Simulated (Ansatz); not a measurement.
# How the gap and the level of V_Si in SiC (F-43m) follow the exchange fraction

Question: how much does the share of exact exchange change the (0/−1) level of V_Si in SiC (F-43m), and what does each choice cost? Model: a cell of 128 host atoms with 1 Si taken out.

Main program and level: Ansatz 0.2.0; plane-wave PAW DFT; relaxations with PBEsol, then single points with HSE06 form with several shares of exact exchange, on supercells at fixed charge in a uniform background.

In doubt: a hybrid run on one k-point (step 3), which bears on gaps, levels and energies.

**1. Set-up**

The cell holds 127 atoms: 63 Si and 64 C. Its edges and angles: a = 12.323 Å, b = 12.323 Å, c = 12.323 Å, α = 60.0°, β = 60.0°, γ = 60.0°. It derives from SiC (space group F-43m). Nearest the centre at fractional (0.500, 0.500, 0.500): C78 at 1.89 Å, C54 at 1.89 Å, C84 at 1.89 Å, C85 at 1.89 Å, Si83 at 3.08 Å, Si77 at 3.08 Å, Si53 at 3.08 Å, Si108 at 3.08 Å. The cell carries charge −1.

Screening for the image-charge correction: ε∞ = 7.06, ε0 = 10.44, computed on the host (DFPT, PBEsol).

The cell's shortest repeat is 12.3 Å.

**2. Relaxing both charge states, PBEsol**

The study needs fixed structures, so each charge is relaxed once, at one point at (¼, ¼, ¼), from small random displacements that break the symmetry of the site.

The input, qm1_M3.relax/input.yaml:

```yaml
crystal:
  lattice:
    - [0.0, 2.1784555, 2.1784555]
    - [2.1784555, 0.0, 2.1784555]
    - [2.1784555, 2.1784555, 0.0]
  atoms:
    - { symbol: Si, position: [0.0, 0.0, 0.0] }
    - { symbol: C, position: [0.25, 0.25, 0.25] }
  supercell: [4, 4, 4]
  defects: [{ vacancy: 84 }]
total_charge: -1
basis:
  ecutwfc: 420
  xc_grid: 2
hamiltonian:
  xc: pbesol
  pseudopotentials: { kind: paw, azcp: { folder: soft_1 }, xc_functional: pbe }
kpoints:
  mp_grid: { grid: [1, 1, 1], shift: [0.25, 0.25, 0.25] }
magnetization:
  spin_polarized: true
  initial_magnetization: 3
  spin_locking: { lock_magnetization: hard }
scf:
  occupations: { method: fixed }
  max_iter: 60
output:
  forces: true
  charged_corrections:
    epsilon: 7.06
    static_epsilon: 10.44
    defect_position: [0.5, 0.5, 0.5]
relax:
  f_tol: 0.015
  max_steps: 60
  random_displacement: { amplitude: 0.04, seed: 9045 }
checkpoint:
  write: "../qm1_M3.relax.run"
  compress: false
  write_wavefunctions: true
  write_every: 100000
```

Command:

```sh
$ ansatz run input.yaml --threads 32 --pin off --max-ram 84787MiB --backend cuda --events-out ev --progress --plain --runs-dir out --max-vram 78GiB
```

Numbers of over 12 decimals in the logs are rounded to 6 here.

The program printed:

```text
[... repeated set-up lines and file paths are left out, and long positions are rounded to six places ...]
Engine: ansatz 0.2.0, aarch64-unknown-linux-gnu
Pseudopotentials: kind: paw
Pseudopotential: Si, paw, valence charge 4, recommended cutoff 420 eV (normal), soft_1/Si.paw.azcp
Pseudopotential: C, paw, valence charge 4, recommended cutoff 420 eV (normal), soft_1/C.paw.azcp
Functional definition: PBEsol
  exchange = pbesol_x
  correlation = pbesol_c
[...]
Crystal: 127 atoms, lattice volume = 1323.293 Å³
Basis set: ecut = 420 eV, 25893 PW (Γ), exchange–correlation on 180×180×180 points (8 copies of the dense FFT grid, shifted against one another)
Bands: 383, of which v1, the nominal top of the filled ones, is band 255 counted from 1 (254 counted from 0)
Symmetry: 1 space group operations
k-points: 1
Non-local potential: Si, projectors of the file, l = 0: 2, l = 1: 2, l = 2: 1
Non-local potential: C, projectors of the file, l = 0: 2, l = 1: 2, l = 2: 1
PAW form: soft (Blöchl's): semilocal exchange-correlation on the pseudo side does not see the compensation charge
PAW frozen core: Si, regenerated for the run's functional, and the local potential with it (the file was generated under x = pbe(κ = 0.804, μ = 0.219515), c = pbe(β = 0.066725))
PAW frozen core: C, regenerated for the run's functional, and the local potential with it (the file was generated under x = pbe(κ = 0.804, μ = 0.219515), c = pbe(β = 0.066725))
PAW one-centre angular grid: Si, 110 points (default); XC on 64 Gauss nodes
PAW one-centre angular grid: C, 110 points (default); XC on 64 Gauss nodes
Initial density: superposition of atomic densities (chi_scale 0.1, normalization cell)
Starting moments: Σ|m| = 3 μB on 127 of 127 sites
Initial wavefunctions: pseudopotential atomic-orbital guess
[...]
Functional: x = pbesol(κ = 0.804, μ = 0.123457), c = pbesol(β = 0.046)
SCF iter   1: F=—  HF=-55059.855908 eV  |Δ(HF+E_count)|=         —  Δρ=7.29e-2 (↑7.29e-2 ↓7.25e-2)  dr2=3.40e2  dr2_m=8.39e-1  M=3.000 μB ∫|m|=3.059 μB  Hψ=2592
preconditioner: auto → Resta (q_TF=auto, 2.327 Å⁻¹)  ε∞=4.2  [insulator: Δε(μ)=1.528 eV  Ē_g=12.786 eV  n_scr=282 (ndim 8)  ℏωp=23.0 eV  f_vac=0.000  ε∞_Penn≈4.2]
spin=Collinear: Resta preconditioning applied to the charge; magnetization (m = ρ↑ − ρ↓) channel mixes plain (no charge-response kernel on spin).
SCF iter   2: F=—  HF=-54983.605966 eV  |Δ(HF+E_count)|=    7.62e1  Δρ=4.10e-2 (↑4.10e-2 ↓4.09e-2)  dr2=1.04e2  dr2_m=3.91e-1  M=3.000 μB ∫|m|=3.039 μB  Hψ=1296
[...]
SCF iter   9: F=-54951.079152 eV  HF=-54951.079152 eV  |Δ(HF+E_count)|=   7.11e-9  Δρ=3.74e-6 (↑2.75e-6 ↓3.74e-6)  dr2=4.18e-7  dr2_m=4.76e-8  M=3.000 μB ∫|m|=3.195 μB  Hψ=1951
SCF 1 converged in 9 iterations: F = -54951.079152 eV  dr2 = 4.18e-7
[...]
relax step   1: F+E_penalty+E_count = -54951.07915194 eV  Δ(F+E_penalty+E_count) = +0.000e0 eV  max|allowed force component| = 1.982e0 eV/Å  Δτ_max = 0.0000 Å  (9 SCF iters, dr2 threshold 5.63e-6 eV, accepted)
[...]
relax step   2: F+E_penalty+E_count = -54953.41042666 eV  Δ(F+E_penalty+E_count) = -2.331e0 eV  max|allowed force component| = 1.043e0 eV/Å  Δτ_max = 0.1144 Å  (6 SCF iters, dr2 threshold 1.00e-4 eV, accepted)
[...]
relax step   4: F+E_penalty+E_count = -54954.25670531 eV  Δ(F+E_penalty+E_count) = -1.390e-3 eV  max|allowed force component| = 8.810e-3 eV/Å  Δτ_max = 0.0041 Å  (6 SCF iters, accepted)
[...]
NSCF: frozen V_eff on 1 k-points
[...]
SCF converged after 6 iterations
Stability checked in part: among states of this total moment the steps that led to this state did not find it unstable. No probe was made; neither looks for a lower state of another moment (fixed_total_moment; see scf.lower_state_search)
Magnetization: 3.0000 μB (256.0000 up, 253.0000 down)
Absolute magnetization: 3.2013 μB (∫|ρ↑−ρ↓|, with the PAW one-centre terms)
Spin contamination: 0.0138 ħ² per cell (⟨S²⟩ above its minimum at these occupations)
Per-site moments (μB) at R_I (Å): [(2.0303552610013154e-5, 0.777946), (-7.434142446921864e-5, 0.778742), (3.547904931549098e-5, 0.778010), [... 6 left out ...]
Free energy (F): -54954.256705 eV
Harris-Foulkes:  -54954.256705 eV  (|F-HF|=1.89e-9)
Internal energy: -54954.256705 eV  (E = F + TS)
E sigma→0 (E₀):  -54954.256705 eV
Fermi energy:    9.883466 (↑ 9.883466, ↓ 9.162660) eV
--- Per-component energies (eV) ---
  E_band       = 1725.529392
  E_kinetic    = 8488.064253
  E_local      = -6311.992409  (includes V_loc(G=0)·N_el)
  E_nonlocal   = 2884.935812
  E_hartree    = 2086.995717
  E_xc         = -6655.796404
  E_vxc        = -6901.980176  (∫ρ·V_xc dr)
  E_paw        = -37514.488666  (= ΣΔE_a)
  E_vpaw       = -607.492703  (= ΣTr[D̂ρ^β])
  E_aug_tail   = 0.003073  (compensation charges beyond the density's cutoff)
  E_ewald      = -17935.316837
  E_core_change = 3.338755  (= ΣΔE_core)
  E_smearing   = -0.000000  (= −TS)
  E_closure    = 0.000000  (closes the sum)
  E_deformation_potential = -17.884343  (in the stress; not in F)
  Σ components = -54954.256705   (vs F -54954.256705, Δ=0.00e0)
--- Forces (eV/Å), atoms counted from 1 ---
  atom   1  Si    -0.00087323     0.00234768     0.00289485
  atom   2  C     -0.00125451     0.00013390    -0.00282682
  [... 4 atoms left out ...]
  [... 121 more lines of this table ...]
  max |Σ_I F_I| component: 2.64e-5 eV/Å
--- Charged-cell corrections in eV (Makov–Payne, q = -1.000 e, ε = 10.440) ---
  F (periodic)     = -54954.256705  (uncorrected; the corrections below are reported, never added to it)
  E_corr1          = +0.181430  (monopole, q²α_M/2εL)
  F Makov-Payne    = -54954.075275  (F + E_corr1; no measured alignment; for a localised charge, not one spread in a band: unchecked)
  no potential alignment in this run, which stands beside a crystal: run the host's input off ansatz write-host-input, and read the two finished runs by ansatz place-levels (neither reads a slab, a wire or a sheet, whose cell leaves a vacuum)
--- Band table (eV) ---
  k-point 0 ↑: bands = ["-6.0888", "-5.4859", "-5.1050", "-5.1049", "-5.0775", "-4.8987", "-4.8986", "-4.8330", "-4.7113", "-4.7111", [... rest cut ...]
  k-point 0 ↓: bands = ["-6.0733", "-5.4700", "-5.0903", "-5.0902", "-5.0674", "-4.8816", "-4.8814", "-4.8069", "-4.6900", "-4.6897", [... rest cut ...]
--- Relaxed structure (4 steps of the walk, 4 accepted, 0 SCFs on fresh bases) ---
  F+E_penalty+E_count = -54954.25670531 eV   max|allowed force component| = 8.810e-3 eV/Å
  atoms:
    - { symbol: Si, position: [-0.000158, 0.000293, -6.178978705083271e-5] }
    - { symbol: C, position: [0.062411, 0.062860, 0.062493] }
    [... 4 atoms left out ...]
  [... 121 more lines of this table ...]
```

The job ended after 5.7 s (1 × NVIDIA GB200 with 32 threads of Arm Neoverse V2, shared host; peak memory 2.1 GiB).

Relaxation path:

| step | energy less that of the first step (eV) | largest force component (eV/Å) |
| --- | --- | --- |
| 1 | 0.0000 | 1.9816 |
| 2 | -2.3313 | 1.0429 |
| 3 | -3.1762 | 0.0529 |
| 4 | -3.1776 | 0.0088 |

The atoms that moved most (Å, from the sites as typed, ahead of the random displacement, the mean shift of all atoms taken out):

```csv
atom,dx,dy,dz,length
C85,0.099,0.099,0.099,0.172
C84,-0.094,-0.094,0.096,0.164
C54,0.096,-0.094,-0.094,0.164
C78,-0.094,0.096,-0.094,0.163
Si55,-0.011,0.005,0.011,0.016
Si108,0.011,-0.011,0.004,0.016
Si90,0.005,0.011,-0.011,0.016
Si79,0.004,-0.011,0.011,0.016
```

Neighbours of the ideal centre at the end:

```csv
atom,distance (Å)
C78,2.047
C84,2.051
C54,2.052
C85,2.060
Si108,3.062
Si79,3.063
Si77,3.064
Si114,3.065
Si55,3.066
Si83,3.066
Si116,3.067
Si90,3.067
Si53,3.067
Si86,3.067
Si61,3.068
Si92,3.070
```

```
charge  moment set (μB)  steps  largest displacement (Å)   time
    −1                3      4                      0.17  5.7 s
     0                2      7                      0.19   11 s
```

The relaxation ends 25 meV an atom lower than the displaced start, with a largest force component of 0.0088 eV/Å.

**3. First setting: 0.1**

Exact exchange opens the gap of the host. A level of a localised state need not follow either band edge, so its distance to each edge changes.

The input, qm1_M3.a10/input.yaml:

```yaml
crystal:
  checkpoint: "../qm1_M3.relax.run"
  host: checkpoint
total_charge: -1
basis:
  ecutwfc: 420
  xc_grid: 2
hamiltonian:
  xc: { preset: hse06, exx: 0.1 }
  pseudopotentials: { kind: paw, azcp: { folder: soft_1 } }
kpoints:
  mp_grid: { grid: [1, 1, 1], shift: [0.25, 0.25, 0.25] }
magnetization:
  spin_polarized: true
  initial_magnetization: 3
  spin_locking: { lock_magnetization: hard }
scf:
  occupations: { method: fixed }
  max_iter: 60
output:
  forces: true
  charged_corrections:
    epsilon: 7.06
    static_epsilon: 10.44
    defect_position: [0.5, 0.5, 0.5]
  eigenvalues: true
  eigenstates: { localisation: true }
  efg: {}
checkpoint:
  read: "../qm1_M3.relax.run"
  write: "../qm1_M3.a10.run"
  compress: false
  write_wavefunctions: false
  write_every: 100000
```

The program printed:

```text
[...]
Warning: kpoints.mp_grid.shift: disabling space-group detection — at a shift other than 0 and half a step a hybrid functional's run that is held to the crystal's symmetry can end above its lowest state, and by default nothing tells of it, so the full k-mesh [...]
Warning: checkpoint.read: hamiltonian.xc differs: saved pbesol, current {"exchange":"pbe","correlation":"pbe","exx":{"coeff":0.1,"omega":0.207870}}; the SCF iterates under this deck's functional from the saved state
crystal.checkpoint: the structure is that of <dir>, a `relax` run, at its step 4: its result, under pbesol at a charge of -1 e; 127 atoms read, 0 with a starting moment; [...]
[...]
davidson cushion auto → on  (no smearing: the cushion is to keep the highest requested band from converging to the state above it; pin scf.eigensolver.cushion to override)
[...]
Crystal: 127 atoms, lattice volume = 1323.293 Å³
Basis set: ecut = 420 eV, 25893 PW (Γ), exchange–correlation on 180×180×180 points (8 copies of the dense FFT grid, shifted against one another)
Bands: 383, of which v1, the nominal top of the filled ones, is band 255 counted from 1 (254 counted from 0)
Symmetry: 1 space group operations
k-points: 1
[...]
Starting moments: Σ|m| = 3 μB on 127 of 127 sites; this step starts from the density that it was given
[...]
iter 1 solved again at ethr=1.22e-4 eV; its pass at ethr=1.00e-1 eV (dr2=6.20e-1 eV) is discarded
[...]
SCF iter   2: F=—  HF=-56121.229182 eV  |Δ(HF+E_count)|=   1.69e-1  Δρ=1.09e-3 (↑1.09e-3 ↓1.09e-3)  dr2=7.65e-2  dr2_m=3.32e-4  M=3.000 μB ∫|m|=3.213 μB  Hψ=1724
[...]
SCF iter   6: F=-56121.215250 eV  HF=-56121.215268 eV  |Δ(HF+E_count)|=   1.35e-4  Δρ=3.63e-5 (↑3.63e-5 ↓3.41e-5)  dr2=4.91e-5  dr2_m=2.95e-6  M=3.000 μB ∫|m|=3.215 μB  Hψ=1970
SCF 1 stopped early in 6 iterations: F = -56121.215250 eV  dr2 = 4.91e-5
[...]
hybrid outer 1: dexx = +1.270e-2 eV, tail = 1.07e-5 eV
[...]
SCF iter   5: F=—  HF=-56136.742749 eV  |Δ(HF+E_count)|=   4.57e-8  Δρ=8.27e-7 (↑4.53e-7 ↓8.27e-7)  dr2=4.52e-8  dr2_m=3.31e-9  M=3.000 μB ∫|m|=3.269 μB  Hψ=2656
SCF iter   6: F=-56136.742749 eV  HF=-56136.742749 eV  |Δ(HF+E_count)|=   6.37e-9  Δρ=1.78e-7 (↑1.66e-7 ↓1.78e-7)  dr2=1.53e-9  dr2_m=1.06e-10  M=3.000 μB ∫|m|=3.269 μB  Hψ=2300
SCF 3 converged in 6 iterations: F = -56136.742749 eV  dr2 = 1.53e-9
  Residual-converged pass: ⟨swp⟩=3.0  Hψ=1688  notcnv=0  max |occ|·‖R‖ = 2.5e-7 eV (tolerance 2.7e-7 eV)  dr2=1.53e-9  dr2_m=1.10e-10  dr2_onsite=3.22e-11  max |Δocc| = 0.0e0
hybrid outer 2: dexx = +1.326e-7 eV, tail = 3.37e-9 eV, Δε = 8.00e-4 eV (about 1.83e-5 eV left of the loop's levels), ΔF = 5.72e-4 eV/Å (tail 1.13e-4)
this state was not tested for a lower state beside it, because the functional holds exact exchange (a hybrid, or Hartree-Fock), whose exchange loop this test does not read (fock_operator); [...]
hybrid SCF converged: 2 outer / 13 inner (+6 warm-up), last move |dexx| = 1.33e-7 eV, tail = 3.37e-9 eV
Magnetization: 3.0000 μB (256.0000 up, 253.0000 down)
Absolute magnetization: 3.2756 μB (∫|ρ↑−ρ↓|, with the PAW one-centre terms)
[...]
Per-site moments (μB) at R_I (Å): [(1.1199346512481478e-5, 0.777946), (-6.782351015459342e-5, 0.778742), (2.783441929512989e-5, 0.778010), [... 6 left out ...]
Free energy (F): -56136.742749 eV
Frozen-core exchange: fock
[...]
Internal energy: -56136.742749 eV  (E = F + TS)
E sigma→0 (E₀):  -56136.742749 eV
Fermi energy:    9.610990 (↑ 9.610990, ↓ 9.057955) eV
[...]
--- Forces (eV/Å), atoms counted from 1 ---
  atom   1  Si     0.00024409     0.00354948     0.00408159
  atom   2  C     -0.00202290    -0.00057311    -0.00363100
  [... 4 atoms left out ...]
  [... 121 more lines of this table ...]
  max |Σ_I F_I| component: 4.25e-6 eV/Å
--- PAW observables at the nuclei: V_zz in 10²¹ V/m², potentials from the cell's mean, atoms counted from 1 ---
  [...]
--- Charged-cell corrections in eV (Makov–Payne, q = -1.000 e, ε = 7.060 of the electrons, 10.440 with the ions) ---
[...]
E_corr1          = +0.268290  (monopole, q²α_M/2εL)
  F Makov-Payne    = n/a  (the rows are of the electrons' constant alone; ansatz place-levels tells what screens the charge)
[...]
--- Band table (eV) ---
[...]
```

Run time: 23 s. Hardware: 1 × NVIDIA GB200 with 32 threads; peak memory 3.7 GiB.

The column dr2 measures how far the density is from self-consistency, as an energy; F and HF (Harris–Foulkes) agree once it is small.

Both charges and the host at this setting go to place-levels, which corrects for the image charge and aligns the potentials.

The input, levels.a10.yaml:

```yaml
host:
  run: host.a10.run
states: [qm1_M3.a10.run, q0_M2.a10.run]
geometry_from:
  qm1_M3.a10.run: qm1_M3.relax.run
  q0_M2.a10.run: q0_M2.relax.run
  host.a10.run: host.relax.run
```

Command:

```sh
$ ansatz place-levels levels.a10.yaml -- --threads 32 --pin off --max-ram 84787MiB --backend cuda --max-vram 78GiB
```

The program printed:

```text
(0/-1) 0.936 eV above the valence edge, 0.738 eV under the conduction edge
  edges by {"exchange":"pbe","correlation":"pbe","exx":{"coeff":0.1,"omega":0.207870}}, gap 1.674 eV; the host is sampled to repeats of 12.32 Å
  the defect's cells are sampled to repeats of 12.32 Å, like sampling
  charge 0: +0.000 eV for its dipole among its images, +0.000 omitted
  charge -1: -56136.3937 eV with its correction of +0.349 eV, at epsilon 10.44, aligned at sites: -0.1676 eV, mean over 41 atomic sites at or beyond 6.16 Å from the defect at [0.5000, 0.5000, 0.5000], with +0.000000 for the charge's moments and without [...]
  of the host: (host) hybrid's levels can ripple along a path where its exchange mesh is coarse, and an extremum then takes the crest, of which none of its warnings tells: converge the edges in the exchange mesh (kpoints.mp_grid)
  of states[1] (q0_M2.a10.run): gap_may_close_across_zone; stability_check_not_made
  of states[0] (qm1_M3.a10.run): how wide its charge is, is not read beside other atoms or cores, and a band state would take no correction. [...]
```

Run time: 0.21 s. Hardware: 32 threads.

At this setting the gap is 1.674 eV and (0/−1) lies 0.936 eV above the valence top.

**4. The other settings**

In the defect's inputs only the studied keys change. The next input; the others follow the same pattern (0.25, 0.3 and 0.4):

qm1_M3.a20/input.yaml, as its differences from qm1_M3.a10/input.yaml of step 3:

```diff
@@ -8,3 +8,3 @@
 hamiltonian:
-  xc: { preset: hse06, exx: 0.1 }
+  xc: { preset: hse06, exx: 0.2 }
   pseudopotentials: { kind: paw, azcp: { folder: soft_1 } }
@@ -30,3 +30,3 @@
   read: "../qm1_M3.relax.run"
-  write: "../qm1_M3.a10.run"
+  write: "../qm1_M3.a20.run"
   compress: false
```

**5. Result against cost**

Times of the states on 1 × NVIDIA GB200 with 32 threads of Arm Neoverse V2, shared host; the host is run again at each setting:

```
share of exact exchange  gap (eV)  (0/−1) above the valence top (eV)  under the conduction bottom (eV)  time, both charge states  time, host and placing  peak memory of a state (GiB)
                    0.1     1.674                              0.936                             0.738                      50 s                 5.7 min                           3.7
                    0.2     2.026                              1.146                             0.880                      47 s                 4.8 min                           3.8
                   0.25     2.205                              1.268                             0.938                      49 s                 4.6 min                           3.9
                    0.3     2.387                              1.399                             0.988                      47 s                 3.6 min                           3.9
                    0.4     2.758                              1.685                             1.073                      49 s                 3.9 min                           3.9
```

**6. Results**

- (0/minus 1) level, 0.1: 0.94 eV
- (0/minus 1) level, 0.2: 1.15 eV
- (0/minus 1) level, 0.25: 1.27 eV
- (0/minus 1) level, 0.3: 1.40 eV
- (0/minus 1) level, 0.4: 1.69 eV
- slope of the gap among the hybrids: 0.36 eV per 0.1 of exact exchange

**Reading.** From a share of 0.1 to 0.4 the gap opens from 1.67 to 2.76 eV and (0/−1) moves from 0.94 to 1.69 eV above the valence top. Among the hybrids, by fitted slopes, the level takes 69 % of the gap's opening, between the two edges. The atoms were held at the semilocal structure, so a distortion that exact exchange would bring is missing. The program warns that hybrid band edges depend on the exchange mesh, which was not varied here; the gaps and slopes may carry that error. Only the charges −1 and 0 were run, each from one start, so (0/−1) need not be a change between stable states. An open-shell state is strongly spin-contaminated (up to 0.74 ħ²), so a change of setting can also change the electronic state. At 0.1 the program warns that a filled state reaches beyond the cell, so that a hybrid's gap, moments and forces can be wrong at one k-point: the state may not be bound, and these numbers are no reliable defect level. Left out, since run at other k-points: 0 (PBEsol). The total moments were set in the input, and no other spin state was tried. Limits: one k-point off the zone centre stands for the whole zone; the structures are those of PBEsol; force components of up to 0.35 eV/Å remain in a run at the final settings.

[Logs are printed without paths, hosts, clocks, repeated set-up lines and the standing remarks that a program may print on its own settings, such as how far it seeks lower states.]

[Hosts, paths, dates, database ids (printed as entryN), source tags and the programs' standing remarks are cut or masked in the printed files.]

[Where a table of states has a column of steps, it counts the stored structures, which are thinned; the runs took as many ionic steps or more.]

[For some hosts the program warned that the k-mesh of the response run may be too coarse for force constants and the static dielectric constant; such warnings are not shown here.]
